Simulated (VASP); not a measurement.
## HfO2: relaxation of the atoms with LDA

HfO2:

```xyz
6
Lattice="3.5355 0.0000 0.0000 0.0000 3.5355 0.0000 0.0000 0.0000 5.0868" Properties=species:S:1:pos:R:3 pbc="T T T"
Hf    1.7678    1.7678    2.5434
Hf    0.0000    0.0000    0.0000
O     0.0000    1.7678    3.5920
O     1.7678    0.0000    4.0382
O     1.7678    0.0000    1.4948
O     0.0000    1.7678    1.0486
```

Measurements of this composition are mostly on another form, of space group No. 14.

The cell isn't the ideal one: a relaxed cell with its volume scaled by 1.01.

```
Program                : VASP 6.6.1
Task                   : relaxation of the atoms
Functional             : LDA
Potentials or basis    : VASP PAW LDA potentials, release 64 (Hf_pv, O)
Cutoff                 : 600 eV
k mesh                 : 6 × 6 × 4
Occupations            : fermi-dirac, width 0.05 eV
Spin                   : no spin polarisation
Further INCAR settings : ALGO = Normal; EDIFF = 1e-06; IBRION = 2; EDIFFG = -0.005; NSW = 40
```

```json
{"Energy gained by relaxing": "0.2 meV/atom", "Ionic steps": "3", "Pressure after relaxing": "-2.3 GPa", "Largest force after relaxing": "0.004 eV/Å", "Band gap on the k mesh": "4.53 eV, indirect (least direct gap 4.62 eV)"}
```

Forces on the atoms (eV/Å):
```
Hf   0.000  0.000  0.000
Hf   0.000  0.000  0.000
O    0.000  0.000 -0.004
O    0.000  0.000  0.004
O    0.000  0.000  0.004
O    0.000  0.000 -0.004
```

Stress tensor (GPa, compression positive):
```
-2.51  0.00  0.00
 0.00 -2.51  0.00
 0.00  0.00 -1.76
```

The path:
```tsv
step	energy change (eV)	largest force (eV/Å)	pressure (GPa)
1	0.0000	0.0472	-2.71
2	-0.0004	0.0365	-2.60
3	-0.0009	0.0040	-2.26
```

Final structure:
```xyz
6
Lattice="3.5355 0.0000 0.0000 0.0000 3.5355 0.0000 0.0000 0.0000 5.0868" Properties=species:S:1:pos:R:3 pbc="T T T"
Hf    1.7678    1.7678    2.5434
Hf    0.0000    0.0000    0.0000
O     0.0000    1.7678    3.5829
O     1.7678    0.0000    4.0473
O     1.7678    0.0000    1.5039
O     0.0000    1.7678    1.0395
```

Levels at points of the mesh, in eV from the valence-band top:
```tsv
k point	band 20	band 21	band 22	band 23	band 24	band 25
(0.00, 0.00, 0.00)	-0.12	-0.12	-0.09	4.53	4.54	5.68
(0.50, 0.00, 0.00)	-1.51	-0.13	-0.13	4.98	4.98	6.08
(0.50, 0.50, 0.00)	-0.88	-0.37	-0.37	5.43	5.43	6.11
(0.00, 0.00, 0.50)	-0.54	-0.03	-0.03	5.26	5.26	5.53
(0.50, 0.00, 0.50)	-1.41	-1.06	-1.06	5.17	5.17	5.47
(0.50, 0.50, 0.50)	-1.38	0.00	0.00	5.90	5.90	6.09
```

It took 10 s on 8 MPI ranks on AMD EPYC 9R45 (Zen 5) (shared host), peak memory 0.18 GiB a rank.

Caveat: spin-orbit coupling is left out, which moves the levels of the heavy elements. A k mesh can miss the band edges.
